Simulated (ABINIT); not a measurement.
The system is B.

```xyz
1
Lattice="2.3461 0.0000 0.0000 0.0000 2.3461 0.0000 0.0000 0.0000 1.5858" Properties=species:S:1:pos:R:3 pbc="T T T"
B     1.1731    1.1731    0.7929
```

The cell was built by a generator and needn't be a form met in nature.

| Property | Result |
| --- | --- |
| Program | ABINIT 10.8.3 (patched build) |
| Task | relaxation of cell and atoms |
| Functional | PBE |
| Dispersion | D4 |
| Potentials or basis | JTH PAW PBE v2.0 |
| Cutoff | 408 eV |
| k mesh | 11 × 11 × 16 |
| Occupations | fermi-dirac, width 0.05 eV |
| Spin | no spin polarisation |

At the start: pressure 3.1 GPa; volume 8.73 Å³/atom.

Task: How do energy, volume and symmetry change on relaxing?

Result: Over 4 steps the energy falls by 2.0 meV/atom and the volume is 8.85 Å³/atom (+1.3 %); space group P4/mmm (No. 123, to 0.05 Å).

The path:
| step | energy change (eV) | largest force (eV/Å) | pressure (GPa) | volume (Å³) |
| --- | --- | --- | --- | --- |
| 1 | 0.0000 | 0.0000 | 3.09 | 8.73 |
| 2 | -0.0017 | 0.0000 | 1.34 | 8.79 |
| 3 | -0.0020 | 0.0000 | 0.20 | 8.84 |
| 4 | -0.0020 | 0.0000 | 0.02 | 8.85 |

Final structure:
```cif
data_structure
_symmetry_space_group_name_H-M 'P 1'
_symmetry_Int_Tables_number 1
_cell_length_a 2.3632
_cell_length_b 2.3632
_cell_length_c 1.5839
_cell_angle_alpha 90.000
_cell_angle_beta 90.000
_cell_angle_gamma 90.000
_cell_volume 8.85
loop_
_atom_site_label
_atom_site_type_symbol
_atom_site_fract_x
_atom_site_fract_y
_atom_site_fract_z
_atom_site_occupancy
B1 B 0.50000 0.50000 0.50000 1
```

Caveat: the log and the count of SCF iterations are those of the last ABINIT call alone; pairwise dispersion overbinds metals, which lowers pressure and volume; the atomic spheres overlap.
